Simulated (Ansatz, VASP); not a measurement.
**Two plane-wave programs on Pt**

```xyz
4
Lattice="2.6506 -1.7518 0.0000 2.6506 1.7518 0.0000 0.0000 0.0000 7.1462" Properties=species:S:1:pos:R:3 pbc="T T T"
Pt    2.6506   -1.2263    0.8361
Pt    2.6506   -0.5256    4.4092
Pt    2.6506    1.2263    6.3101
Pt    2.6506    0.5256    2.7370
```

Alike in both runs: task single point; functional PBE; k mesh 6 × 6 × 4; occupations gaussian, width 0.1 eV; no spin polarisation.

|  | VASP | Ansatz |
| --- | --- | --- |
| version | VASP 6.6.1 | Ansatz 0.2.0 |
| potentials or method | VASP PAW PBE potentials, release 64 (Pt) | scalar-relativistic, plane waves, PAW |
| plane-wave cutoff (eV) | 520 | 420 |
| valence electrons in the cell | 40 | 72 |

```csv
,VASP,Ansatz,Ansatz less VASP
gap on the k mesh at the Fermi level (eV),none,none,-
rms of the force components (eV/Å),10.352,11.804,+1.4520
```

Atom by atom the forces differ by 1.452 eV/Å (rms over components). A gap of «none» marks a metal or a gap that the smearing closes. With one functional, cell and mesh, what is left measures potentials, basis and numerics. The two sets of potentials don't hold the same shells in valence.

Caveats: forces of over 1 eV/Å show positions far from the minimum, so gaps and moduli don't describe the material at rest. Spin-orbit coupling is left out, which matters for the levels of Pt.
